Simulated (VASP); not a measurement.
# Ag (P6_3/mmc) in VASP: a series of runs

The runs below take Ag through single point, relaxation of cell and atoms, with LDA.

All numbers are computed with VASP 6.6.1; they aren't measurements. Logs are shortened: lines on timing, memory, paths and dates and some standing lists are left out, and cuts for length are marked.

### 1 The structure

It takes space group P6_3/mmc (No. 194, hexagonal). Conventional cell: a = 2.829 Å, b = 2.829 Å, c = 4.631 Å, α = 90.00°, β = 90.00°, γ = 120.00°. Around Ag (site symmetry -6m2) lie 12 Ag at 2.83 Å.

This isn't the form of Ag at room conditions, which is fcc.

### 2 Single point, LDA

INCAR

```
PREC     = Accurate       # precision mode
ENCUT    = 520            # plane-wave cutoff, eV
EDIFF    = 1E-6           # SCF threshold, eV
ISMEAR   = 0              # smearing method
SIGMA    = 0.1            # smearing width, eV
LREAL    = False          # projectors in reciprocal space
LASPH    = True           # aspherical terms in the spheres
NELM     = 100            # most SCF steps
ALGO     = Fast           # electronic algorithm
ISIF     = 2              # what is computed and relaxed
LWAVE    = False          # write WAVECAR
LCHARG   = False          # write CHGCAR
GGA      = CA             # functional
NBANDS   = 18             # bands
```

KPOINTS

```
regular mesh
0
Gamma
  18 18 10
```

POSCAR

```
Ag
1.0
    2.8289919002      0.0000000000      0.0000000000
   -1.4144959501      2.4499788527      0.0000000000
    0.0000000000      0.0000000000      4.6310211194
Ag
2
Direct
    0.3333333333      0.6666666667      0.2500000000
    0.6666666667      0.3333333333      0.7500000000
```

Potentials or basis: VASP PAW LDA potentials, release 64 (Ag).

On the command line:

```
$ cat potpaw_LDA.64/Ag/POTCAR > POTCAR
$ mpirun -np 1 vasp_std > vasp.out
```

OUTCAR:

```text
PREC = Accurate
   ENCUT = 520
   EDIFF = 1E-6
   ISMEAR = 0
   LREAL = False
   LASPH = True
   NELM = 100
   ISIF = 2
   GGA = CA

 ion  position               nearest neighbor table
   1  0.333  0.667  0.250-   2 2.83   2 2.83   2 2.83   2 2.83   2 2.83   2 2.83
   2  0.667  0.333  0.750-   1 2.83   1 2.83   1 2.83   1 2.83   1 2.83   1 2.83

  LATTYP: Found a hexagonal cell.
 ALAT       =     2.8289919002
 C/A-ratio  =     1.6369863481

  Lattice vectors:

 A1 = (   2.8289919002,   0.0000000000,   0.0000000000)
 A2 = (  -1.4144959501,   2.4499788527,   0.0000000000)
 A3 = (   0.0000000000,   0.0000000000,   4.6310211194)

Analysis of symmetry for initial positions (statically):
=====================================================================
 Subroutine PRICEL returns:
 Original cell was already a primitive cell.

 Routine SETGRP: Setting up the symmetry group for a
 hexagonal supercell.

 Subroutine GETGRP returns: Found 24 space group operations
 (whereof 12 operations were pure point group operations)
 out of a pool of 24 trial point group operations.

The static configuration has the point symmetry D_3d.
 The point group associated with its full space group is D_6h.

Analysis of symmetry for dynamics (positions and initial velocities):
=====================================================================
 Subroutine PRICEL returns:
 Original cell was already a primitive cell.

 Routine SETGRP: Setting up the symmetry group for a
 hexagonal supercell.

 Subroutine GETGRP returns: Found 24 space group operations
 (whereof 12 operations were pure point group operations)
 out of a pool of 24 trial point group operations.

The dynamic configuration has the point symmetry D_3d.
 The point group associated with its full space group is D_6h.

 Subroutine INISYM returns: Found 24 space group operations
 (whereof 12 operations are pure point group operations),
 and found     1 'primitive' translations

----------------------------------------------------------------------------------------

                                     Primitive cell

  volume of cell :      32.0975

  direct lattice vectors                    reciprocal lattice vectors
     2.828991900  0.000000000  0.000000000     0.353482808  0.204083394  0.000000000
    -1.414495950  2.449978853  0.000000000     0.000000000  0.408166788  0.000000000
     0.000000000  0.000000000  4.631021119     0.000000000  0.000000000  0.215935098

  length of vectors
     2.828991900  2.828991900  4.631021119     0.408166788  0.408166788  0.215935098

  position of ions in fractional coordinates (direct lattice)
     0.333333333  0.666666667  0.250000000
     0.666666667  0.333333333  0.750000000

  ion indices of the primitive-cell ions
   primitive index   ion index
                 1           1
                 2           2

----------------------------------------------------------------------------------------

 KPOINTS: regular mesh

Automatic generation of k-mesh.
 Grid dimensions read from file:
 generate k-points for:   18   18   10

 Generating k-lattice:

  Cartesian coordinates                     Fractional coordinates (reciprocal lattice)
     0.019637934  0.011337966  0.000000000     0.055555556  0.000000000  0.000000000
     0.000000000  0.022675933  0.000000000     0.000000000  0.055555556  0.000000000
     0.000000000  0.000000000  0.021593510     0.000000000  0.000000000  0.100000000

  Length of vectors
     0.022675933  0.022675933  0.021593510

  Shift w.r.t. Gamma in fractional coordinates (k-lattice)
     0.000000000  0.000000000  0.000000000

 Subroutine IBZKPT returns following result:
 ===========================================

 Found    222 irreducible k-points:

 Following reciprocal coordinates:
            Coordinates               Weight
  0.000000  0.000000  0.000000      1.000000
  0.055556  0.000000  0.000000      6.000000
  0.111111  0.000000  0.000000      6.000000
  0.166667  0.000000  0.000000      6.000000
  0.222222  0.000000  0.000000      6.000000
  0.277778  0.000000  0.000000      6.000000
[... 16 lines left out ...]
  0.333333  0.111111  0.000000     12.000000
  0.388889  0.111111  0.000000     12.000000
 [... further k-points ...]
   k-points           NKPTS =    222   k-points in BZ     NKDIM =    222   number of bands    NBANDS=     18
   number of dos      NEDOS =    301   number of ions     NIONS =      2
   total plane-waves  NPLWV =  20736
   dimension x,y,z NGX =    24 NGY =   24 NGZ =   36
   dimension x,y,z NGXF=    48 NGYF=   48 NGZF=   72
   ions per type =               2
   NGX,Y,Z   is equivalent  to a cutoff of  14.10, 14.10, 12.92 a.u.
   NGXF,Y,Z  is equivalent  to a cutoff of  28.21, 28.21, 25.85 a.u.
 SYSTEM =  unknown system
   PREC   = accura    normal or accurate (medium, high low for compatibility)
   ISTART =      0    job   : 0-new  1-cont  2-samecut
   ICHARG =      2    charge: 1-file 2-atom 10-const
   ISPIN  =      1    spin polarized calculation?
   LNONCOLLINEAR =      F non collinear calculations
   LSORBIT =      F    spin-orbit coupling
   LASPH  =      T    aspherical Exc in radial PAW
   ENCUT  =  520.0 eV  38.22 Ry    6.18 a.u.   5.26  5.26  8.61*2*pi/ulx,y,z
   NELM   =    100;   NELMIN=  2; NELMDL= -5     # of ELM steps
   EDIFF  = 0.1E-05   stopping-criterion for ELM
   LREAL  =      F    real-space projection
   EDIFFG = 0.1E-04   stopping-criterion for IOM
   NSW    =      0    number of steps for IOM
   IBRION =     -1    ionic relax: 0-MD 1-quasi-New 2-CG
   NFREE  =      0    steps in history (QN), initial steepest desc. (CG)
   ISIF   =      2    stress and relaxation
   ISYM   =      2    0-nonsym 1-usesym 2-fastsym
   POTIM  = 0.5000    time-step for ionic-motion
   TEBEG  =    0.0;   TEEND  =   0.0 temperature during run
   PSTRESS=    0.0 pullay stress
   NELECT =      22.0000    total number of electrons
   NUPDOWN=      -1.0000    fix difference up-down
   EMIN   =  10.00;   EMAX   =-10.00  energy-range for DOS
   EFERMI =   0.00;   METHOD = LEGACY
   ISMEAR =     0;   SIGMA  =   0.10  broadening in eV -4-tet -1-fermi 0-gaus
   EFERMI_NEDOS =   21; number of points for ismear=-14 and -15
   IALGO  =     68    algorithm
   IMIX   =      4    mixing-type and parameters
     AMIX     =   0.40;   BMIX     =  1.00
     AMIX_MAG =   1.60;   BMIX_MAG =  1.00
  volume/ion in A,a.u.               =      16.05       108.30
  Fermi-wavevector in a.u.,A,eV,Ry     =   1.443418  2.727665 28.347134  2.083456
  Thomas-Fermi vector in A             =   2.561828
   LORBIT       =      0    0 simple, 1 ext, 2 COOP (PROOUT), +10 PAW based schemes
   GGA     = CA    functional components
   LHFCALC =     F    Hartree Fock is set to
   AEXX    =    0.0000 exact exchange contribution
   IVDW    =     0    specifies the selected vdW correction
   LEPSILON=     F    determine dielectric tensor
   LRPA    =     F    only Hartree local field effects (RPA)
 non-spin polarized calculation
 RMM-DIIS sequential band-by-band and
 Gauss-broadening in eV      SIGMA  =   0.10
  energy-cutoff  :      520.00
  volume of cell :       32.10
 maximum number of plane-waves:       878
 NGX is ok and might be reduce to    24
   NGX = 11   NGY = 11   NGZ = 17

 number of electron      22.0000005 magnetization

 Free energy of the ion-electron system (eV)
  ---------------------------------------------------
  ext. energy  EPLUGINS =         0.00000000
  ---------------------------------------------------
  free energy    TOTEN  =        -7.54893046 eV

  energy without entropy =       -7.54419217  energy(sigma->0) =       -7.54656132

 E-fermi :   8.9954     XC(G=0): -12.9421

 val. band max:        8.9927018951   @ k =   0.3333   0.1667   0.3000
 cond. band min:       9.0032774178   @ k =   0.1111   0.1111   0.2000
 fundamental gap:      0.0105755227
 Fermi energy:         8.9953696482

 k-point     1 :       0.0000    0.0000    0.0000
  band No.  band energies     occupation
      1       0.7430      2.00000
      2       2.2278      2.00000
      3       4.0067      2.00000
      4       4.1244      2.00000
      5       4.1244      2.00000
      6       4.3929      2.00000
[... 10 lines left out ...]
     17      27.9456      0.00000
     18      27.9456      0.00000

 k-point     2 :       0.0556    0.0000    0.0000
  band No.  band energies     occupation
      1       0.8336      2.00000
      2       2.2839      2.00000
      3       3.9408      2.00000
      4       4.1756      2.00000
      5       4.1856      2.00000
      6       4.3717      2.00000
[... 10 lines left out ...]
     17      27.2312      0.00000
     18      27.9389      0.00000

 k-point     3 :       0.1111    0.0000    0.0000
  band No.  band energies     occupation
      1       1.0976      2.00000
      2       2.4372      2.00000
      3       3.8210      2.00000
      4       4.2611      2.00000
      5       4.3257      2.00000
      6       4.3646      2.00000
[... 10 lines left out ...]
     17      27.1049      0.00000
     18      28.3667      0.00000

 k-point     4 :       0.1667    0.0000    0.0000
  band No.  band energies     occupation
      1       1.5063      2.00000
      2       2.6324      2.00000
      3       3.7103      2.00000
      4       4.2037      2.00000
      5       4.2592      2.00000
      6       4.5475      2.00000
[... 10 lines left out ...]
     17      27.0882      0.00000
     18      27.3427      0.00000

 k-point     5 :       0.2222    0.0000    0.0000
  band No.  band energies     occupation
      1       1.9888      2.00000
      2       2.7549      2.00000
      3       3.7129      2.00000
      4       3.8483      2.00000
      5       4.1603      2.00000
      6       4.4342      2.00000
[... 10 lines left out ...]
     17      25.8158      0.00000
     18      27.2151      0.00000

 k-point     6 :       0.2778    0.0000    0.0000
  band No.  band energies     occupation
      1       2.3941      2.00000
      2       2.7270      2.00000
      3       3.4565      2.00000
      4       3.9302      2.00000
      5       4.2034      2.00000
      6       4.3044      2.00000
[... 10 lines left out ...]
     17      24.9511      0.00000
     18      26.6793      0.00000

 k-point     7 :       0.3333   -0.0000    0.0000
  band No.  band energies     occupation
      1       2.5152      2.00000
      2       2.6902      2.00000
      3       3.1315      2.00000
      4       4.1904      2.00000
      5       4.3112      2.00000
      6       4.3355      2.00000
[... 10 lines left out ...]
     17      23.0743      0.00000
     18      26.0493      0.00000

 k-point     8 :       0.3889   -0.0000    0.0000
  band No.  band energies     occupation
      1       2.4211      2.00000
      2       2.7032      2.00000
      3       2.8918      2.00000
      4       4.1020      2.00000
      5       4.4480      2.00000
      6       4.4646      2.00000
[... 10 lines left out ...]
     17      21.5006      0.00000
     18      25.5346      0.00000
[... 229 lines left out ...]
     17      27.2651      0.00000
     18      27.4259      0.00000

 k-point    20 :       0.1667    0.1111    0.0000
  band No.  band energies     occupation
      1       2.2171      2.00000
      2       2.9107      2.00000
      3       3.5030      2.00000
      4       3.7640      2.00000
      5       4.1905      2.00000
      6       4.2467      2.00000
[... 10 lines left out ...]
     17      26.7323      0.00000
     18      26.9158      0.00000

 k-point    21 :       0.2222    0.1111    0.0000
  band No.  band energies     occupation
      1       2.6303      2.00000
      2       2.8944      2.00000
      3       3.4106      2.00000
      4       3.6356      2.00000
      5       4.1360      2.00000
      6       4.2376      2.00000
[... 10 lines left out ...]
     17      25.1945      0.00000
     18      25.9512      0.00000

 k-point    22 :       0.2778    0.1111    0.0000
  band No.  band energies     occupation
      1       2.7418      2.00000
      2       2.8514      2.00000
      3       3.1161      2.00000
      4       3.9909      2.00000
      5       4.0564      2.00000
      6       4.3604      2.00000
[... 10 lines left out ...]
     17      23.2527      0.00000
     18      25.2662      0.00000

 k-point    23 :       0.3333    0.1111    0.0000
  band No.  band energies     occupation
      1       2.6182      2.00000
      2       2.8789      2.00000
      3       2.8978      2.00000
      4       4.0096      2.00000
      5       4.3737      2.00000
      6       4.4571      2.00000
[... 10 lines left out ...]
     17      21.6573      0.00000
     18      24.7670      0.00000

 k-point    24 :       0.3889    0.1111    0.0000
  band No.  band energies     occupation
      1       2.5293      2.00000
      2       2.7643      2.00000
      3       2.8646      2.00000
      4       3.9907      2.00000
      5       4.3662      2.00000
      6       4.5880      2.00000
[... 10 lines left out ...]
     17      20.5542      0.00000
     18      24.4668      0.00000

 [... further k-points ...]

------------------------ aborting loop because EDIFF is reached ----------------------------------------

  FORCE on cell =-STRESS in cart. coord.  units (eV):
  Direction    XX          YY          ZZ          XY          YZ          ZX
  --------------------------------------------------------------------------------------
  -------------------------------------------------------------------------------------
  Total        0.0261670      0.0261670      0.0224318      0.0000000      0.0000000      0.0000000
  in kB        1.3061504      1.3061504      1.1197074      0.0000000      0.0000000      0.0000000
  external PRESSURE =       1.2440027 kB  Pullay stress =       0.0000000 kB

 VOLUME and BASIS-vectors are now :
 -----------------------------------------------------------------------------
  energy-cutoff  :      520.00
  volume of cell :       32.10
      direct lattice vectors                 reciprocal lattice vectors
     2.828991900  0.000000000  0.000000000     0.353482808  0.204083394  0.000000000
    -1.414495950  2.449978853  0.000000000     0.000000000  0.408166788  0.000000000
     0.000000000  0.000000000  4.631021119     0.000000000  0.000000000  0.215935098

 POSITION                                       TOTAL-FORCE (eV/Angst)
 -----------------------------------------------------------------------------------
     -0.00000      1.63332      1.15776        -0.000000     -0.000000     -0.000000
      1.41450      0.81666      3.47327         0.000000      0.000000      0.000000
 -----------------------------------------------------------------------------------
    total drift:                               -0.000000      0.000000     -0.000000

  FREE ENERGIE OF THE ION-ELECTRON SYSTEM (eV)
  ---------------------------------------------------
  free  energy   TOTEN  =        -7.5489304625 eV

  energy  without entropy=       -7.5441921739  energy(sigma->0) =       -7.54656132
```

Run time: 36 s. Hardware: 1 thread of Intel Xeon 6975P-C (Granite Rapids), shared host; peak memory 0.21 GiB.

Results:

| Quantity | Value |
| --- | --- |
| Free energy | -7.5489 eV |
| Pressure | 0.1 GPa |
| Band gap on the k mesh | none (metal or under the smearing width) |

Levels at points of the mesh, in eV from the Fermi level:
| k point | band 9 | band 10 | band 11 | band 12 | band 13 | band 14 |
| --- | --- | --- | --- | --- | --- | --- |
| (0.00, 0.00, 0.00) | -4.20 | -3.06 | -3.06 | -0.59 | 3.91 | 15.88 |
| (0.50, 0.00, 0.00) | -2.85 | -2.75 | 0.13 | 1.73 | 7.12 | 7.40 |
| (0.00, 0.00, 0.50) | -3.41 | -3.41 | -3.41 | -3.41 | 11.57 | 11.57 |
| (0.50, 0.00, 0.50) | -2.81 | -2.81 | 0.68 | 0.68 | 4.96 | 4.96 |

### 3 Relaxation of cell and atoms, LDA

INCAR

```
SYSTEM = Ag
PREC = Accurate
ENCUT = 600
EDIFF = 1E-6
ISMEAR = 0
SIGMA = 0.1
LREAL = .False.
LASPH = .True.
NELM = 100
ALGO = Fast
ISIF = 3
LWAVE = .False.
LCHARG = .False.
IBRION = 2
NSW = 100
EDIFFG = -0.005
```

KPOINTS

```
Automatic mesh
0
Gamma
  18 18 10
  0 0 0
```

POSCAR

```
Ag
1.0
    2.8180828051      0.0000000000      0.0000000000
   -1.4090414025      2.4405312992      0.0000000000
    0.0000000000      0.0000000000      4.6672283609
Ag
2
Direct
    0.3333333333      0.6666666667      0.2500000000
    0.6666666667      0.3333333333      0.7500000000
```

Potentials or basis: VASP PAW LDA potentials, release 64 (Ag).

On the command line:

```
$ cat potpaw_LDA.64/Ag/POTCAR > POTCAR
$ mpirun -np 1 vasp_std > vasp.out
```

It took 1.7 min on 1 thread of Intel Xeon 6975P-C (Granite Rapids), shared host; peak memory 0.24 GiB.

It converged, with:

| Item | Value |
| --- | --- |
| Free energy | -7.5484 eV |
| Relaxed volume | 16.06 Å³/atom |
| Relaxed cell | a = 2.830 Å, b = 2.830 Å, c = 4.633 Å, α = 90.00°, β = 90.00°, γ = 120.00° |
| Space group after relaxing (to 0.05 Å) | P6_3/mmc (No. 194) |
| Energy gained by relaxing | 0.5 meV/atom |
| Ionic steps | 6 |
| Pressure after relaxing | 0.0 GPa |
| Band gap on the k mesh | none (metal or under the smearing width) |

The path:
```
step  energy change (eV)  largest force (eV/Å)  pressure (GPa)  volume (Å³)
   1              0.0000                0.0000            0.09        32.10
   2             -0.0009                0.0000           -0.08        32.14
   3             -0.0010                0.0000           -0.21        32.17
   4             -0.0010                0.0000           -0.17        32.17
   5             -0.0010                0.0000            0.22        32.08
   6             -0.0011                0.0000           -0.01        32.12
```

Final structure:
```
Ag
1.0
     2.82969    0.00000    0.00000
    -1.41484    2.45058    0.00000
     0.00000    0.00000    4.63265
Ag
2
Cartesian
  0.0000 1.6337 1.1582
  1.4148 0.8169 3.4745
```

Levels at points of the mesh, in eV from the Fermi level:
| k point | band 8 | band 9 | band 10 | band 11 | band 12 | band 13 | band 14 | band 15 |
| --- | --- | --- | --- | --- | --- | --- | --- | --- |
| (0.00, 0.00, 0.00) | -4.19 | -4.19 | -3.06 | -3.06 | -0.59 | 3.90 | 15.88 | 17.77 |
| (0.50, 0.00, 0.00) | -2.90 | -2.85 | -2.75 | 0.13 | 1.72 | 7.12 | 7.40 | 9.89 |
| (0.00, 0.00, 0.50) | -4.76 | -3.41 | -3.41 | -3.41 | -3.41 | 11.56 | 11.56 | 16.24 |
| (0.50, 0.00, 0.50) | -3.13 | -2.81 | -2.81 | 0.69 | 0.69 | 4.96 | 4.96 | 14.07 |

(Continued in part 2 of 2.)
